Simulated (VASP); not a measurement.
**BaZrO3: single point with PBEsol**

BaZrO3:

```xyz
5
Lattice="4.1807 0.0000 0.0000 0.0000 4.1807 0.0000 0.0000 0.0000 4.1807" Properties=species:S:1:pos:R:3 pbc="T T T"
Ba    0.0000    0.0000    0.0000
Zr    2.0903    2.0903    2.0903
O     2.0903    2.0903    0.0000
O     2.0903    0.0000    2.0903
O     0.0000    2.0903    2.0903
```

The cell was built by a generator and isn't the measured one.

| Quantity | Value |
| --- | --- |
| Program | VASP 6.6.1 |
| Task | single point |
| Functional | PBEsol |
| Potentials or basis | VASP PAW PBE potentials, release 64 (Ba_sv, Zr_sv, O) |
| Cutoff | 520 eV |
| k mesh | 6 × 6 × 6 |
| Occupations | gaussian, width 0.02 eV |
| Spin | no spin polarisation |

| Quantity | Value |
| --- | --- |
| Pressure | 1.2 GPa |
| Band gap on the k mesh | 3.12 eV, indirect (least direct gap 3.33 eV) |

Levels at points of the mesh, in eV from the valence-band top:
```tsv
k point	band 16	band 17	band 18	band 19	band 20	band 21	band 22	band 23	band 24	band 25
(0.00, 0.00, 0.00)	-1.01	-1.01	-0.21	-0.21	-0.21	3.12	3.12	3.12	4.55	4.55
(0.50, 0.00, 0.00)	-1.77	-1.77	-1.74	-0.44	-0.44	3.59	5.74	5.74	6.39	6.64
(0.50, 0.50, 0.00)	-2.47	-0.94	-0.94	-0.77	-0.08	5.70	5.70	6.46	6.49	7.72
(0.50, 0.50, 0.50)	-2.57	-2.57	0.00	0.00	0.00	5.93	5.93	5.93	7.06	7.06
```

It took 26 s on 1 thread of Intel(R) Xeon(R) Platinum 8488C (Sapphire Rapids), on a shared host, peak memory 0.19 GiB.

Caveat: the PAW data sets were made with another functional, which shifts forces and pressure a little; spin-orbit coupling is left out, which moves the levels of the heavy elements. A k mesh can miss the band edges.
